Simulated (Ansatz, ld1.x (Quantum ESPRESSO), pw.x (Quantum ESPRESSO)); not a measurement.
## Al (Z = 13): does the ultrasoft potential hold in the solid?

* Element: aluminium
* Generator: ld1.x (Quantum ESPRESSO) 7.5
* Type: ultrasoft
* Functional: PBE
* Relativity: scalar-relativistic
* Frozen core: [Ne]
* Valence charge: 3
* Reference configuration: 3s2 3p0.5 (charge +0.5)
* Partial waves: 3s (bound): rcut 1.75, rcutus 2.25 bohr; 3s channel at -0.2 Ry: rcut 1.75, rcutus 2.25 bohr; 3p (bound): rcut 1.95, rcutus 2.30 bohr; 3p channel at 1.2 Ry: rcut 1.95, rcutus 2.30 bohr
* Local potential: all-electron potential smoothed inside 2.10 bohr (lloc = -2)
* Core correction: Bessel-smoothed model core inside 2.05 bohr
* Augmentation charge: built from norm-conserving waves at rcut, not smoothed further

Crystal test: bcc Al in pw.x 7.5, no spin, 14³ k-points, Fermi–Dirac smearing 0.01 Ry, cutoffs 40/600 Ry. The lattice is a test structure that the element need not adopt, and mesh and smearing are coarse.

pw.x input:

```
&control
  calculation='scf', prefix='x', pseudo_dir='./', outdir='./tmp', tstress=.true., disk_io='none'
/
&system
  ibrav=0, nat=1, ntyp=1, ecutwfc=40, ecutrho=600, nbnd=8,
  occupations='smearing', smearing='fd', degauss=0.01
/
&electrons
  conv_thr=1e-09, mixing_beta=0.4, electron_maxstep=70
/
ATOMIC_SPECIES
Al 1.0 Al.UPF
CELL_PARAMETERS angstrom
  -1.61805716 1.61805716 1.61805716
  1.61805716 -1.61805716 1.61805716
  1.61805716 1.61805716 -1.61805716
ATOMIC_POSITIONS crystal
Al 0.0000 0.0000 0.0000
K_POINTS automatic
14 14 14 0 0 0
```

```bash
pw.x < Al.scf.in > Al.scf.out
```

Problem. How does the run end?

Solution. It converges; the pressure is 4.92 GPa against 0.07 GPa from all-electron LAPW. This is a poor potential for the solid. The log shows:

```
     using ibrav=0 with symmetry is DISCOURAGED, use correct ibrav instead
     lattice parameter (alat)  =       5.2961  a.u.
     unit-cell volume          =     114.3505 (a.u.)^3
     number of electrons       =         3.00
     number of Kohn-Sham states=            8
     kinetic-energy cutoff     =      40.0000  Ry
     charge density cutoff     =     600.0000  Ry
     scf convergence threshold =      1.0E-09
     Exchange-correlation= PBE
     number of k points=   104  Fermi-Dirac smearing, width (Ry)=  0.0100
     iteration #  1     ecut=    40.00 Ry     beta= 0.40
     total energy              =      -4.48599109 Ry
     estimated scf accuracy    <       0.01239621 Ry
     iteration #  2     ecut=    40.00 Ry     beta= 0.40
     total energy              =      -4.48486674 Ry
     estimated scf accuracy    <       0.00412442 Ry
     iteration #  3     ecut=    40.00 Ry     beta= 0.40
     total energy              =      -4.48495637 Ry
     estimated scf accuracy    <       0.00000148 Ry
     iteration #  4     ecut=    40.00 Ry     beta= 0.40
     total energy              =      -4.48495634 Ry
     estimated scf accuracy    <       0.00000092 Ry
     iteration #  5     ecut=    40.00 Ry     beta= 0.40
     total energy              =      -4.48495636 Ry
     estimated scf accuracy    <          4.2E-09 Ry
     iteration #  6     ecut=    40.00 Ry     beta= 0.40
     the Fermi energy is     7.8151 ev
!    total energy              =      -4.48495636 Ry
     estimated scf accuracy    <          4.5E-11 Ry
     smearing contrib. (-TS)   =      -0.00166413 Ry
     The total energy is F=E-TS. E is the sum of the following terms:
     one-electron contribution =       2.87906880 Ry
     hartree contribution      =       0.00437320 Ry
     xc contribution           =      -2.01086823 Ry
     ewald contribution        =      -5.35586600 Ry
     convergence has been achieved in   6 iterations
          total   stress  (Ry/bohr**3)                   (kbar)     P=       49.23
     Message from routine punch:
     Nothing written, as per user request (disk_io='none')
```
